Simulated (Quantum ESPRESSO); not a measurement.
## SiO2 under changes of volume

One of the cells (13.655 Å³/atom); the others are scaled copies at fixed shape and fractional positions:

```
Si O
1.0
     5.06052    0.00000    0.00000
    -2.53026    4.38254    0.00000
     0.00000    0.00000    5.54135
Si O
3 6
Cartesian
  2.5303 0.0000 0.0000
  1.2651 2.1913 3.6942
  -1.2651 2.1913 1.8471
  -0.9468 3.4683 0.9236
  0.0000 1.8284 2.7707
  1.5835 0.9142 4.6178
  3.4770 0.9142 0.9236
  2.5303 2.5541 2.7707
  0.9468 3.4683 4.6178
```

The cell comes from a database or a generator and needn't be the stable form of this composition.

* Program: Quantum ESPRESSO 7.5
* Functional: LDA
* Potentials or basis: GBRV 1.5 LDA
* Cutoff: 612 eV
* Density cutoff: 4898 eV
* k mesh: 6 × 6 × 5
* Occupations: fermi-dirac, width 0.05 eV
* Spin: no spin polarisation

```tsv
volume (Å³/atom)	energy over the lowest point (meV/atom)	pressure (GPa)	gap on the mesh (eV)
12.836	24.96	11.5	5.73
13.109	?	?	?
13.382	1.15	2.5	5.56
13.655	0.00	-1.4	5.46
13.928	5.10	-4.8	5.36
14.201	15.85	-8.0	5.24
14.474	31.69	-10.8	5.12
```

**Question.** What does the run at 13.109 Å³/atom give?

**Answer.** Energy over the lowest point 9.24 meV/atom; pressure 6.8 GPa; gap on the mesh 5.65 eV.

Worked out: A Birch-Murnaghan fit of order 3 (a polynomial in V^(-2/3)) to the other rows has its minimum at 13.57 Å³/atom with B0 = V·E''(V) = 188 GPa and B' = 4.1 at fixed shape and positions, which overstates the stiffness. It gives 9.22 meV/atom at 13.109 Å³/atom, against the run's 9.24, and -dE/dV = 6.9 GPa, against 6.8. A parabola through the other rows of the gap, of slope -4.07 eV per unit of ln V there, gives 5.65 eV, against the run's 5.65.

Energies are extrapolated to zero smearing.

Caveats: an odd mesh through Γ misses points on the zone boundary, where band edges often lie.
